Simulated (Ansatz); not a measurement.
Starting cell, GeTe (alpha-GeTe type, space group R3m):

```yaml
crystal:
  lattice:
    - [4.18701, 2.41737, 7.37359]
    - [0.00000, 2.41737, 7.37359]
    - [2.09351, -1.20869, 7.37359]
  atoms:
    - { symbol: Ge, position: [0.88408, 0.23184, 0.23184] }
    - { symbol: Ge, position: [0.38408, 0.23184, 0.23184] }
    - { symbol: Te, position: [0.61592, 0.76816, 0.76816] }
    - { symbol: Te, position: [0.11592, 0.76816, 0.76816] }
```

A phonon eigenvector at T = (0.5, 0.5, 0.5) is frozen into this cell: atom i moves by Q times the vector below, so Q is the largest atomic displacement, in Å. The cell is held. (q is in reciprocal vectors of the primitive cell; the cell shown is doubled to hold the pattern.)

```
atom      x      y       z
----  -----  -----  ------
Ge1   0.000  0.000  -0.801
Ge2   0.000  0.000   0.801
Te3   0.000  0.000  -1.000
Te4   0.000  0.000   1.000
```

All values below come from r2SCAN (plane waves to 500 eV, PAW, scalar-relativistic; Ansatz, an electronic-structure program). k mesh 10×10×10 (Γ-centred), Fermi-Dirac smearing 0.05 eV. Energies are smeared free energies. GeTe was relaxed with its symmetry unable to fall. Spin-orbit coupling is left out, though Te is heavy. The zero of ΔE is the undisplaced structure.

```tsv
Q (Å)	ΔE (meV/cell)
-0.1000	withheld
-0.0833	25.2
-0.0667	16.0
-0.0500	9.0
-0.0333	4.0
-0.0167	1.0
0.0000	0.0
0.0167	1.0
0.0333	4.0
0.0500	9.0
0.0667	16.0
0.0833	25.2
0.1000	withheld
```

### Question
Fit an even polynomial form (powers 2, 4) to the given rows and predict ΔE at Q = -0.1000.

### Answer
Least squares on the 11 given rows: ΔE = (3567)·Q² + (9052)·Q⁴, in meV/cell with Q in Å; root-mean-square residual 0.03 meV/cell. At -0.1000 the fit gives 36.6 meV/cell; the calculation gives 36.4 meV/cell, so the extrapolation is off by 0.2 (+0.5 %). The quadratic term alone would give 35.7 meV/cell.

(A displaced cell: forces are minus the slopes of the energy, force constants its curvatures, and phonons follow from these.)
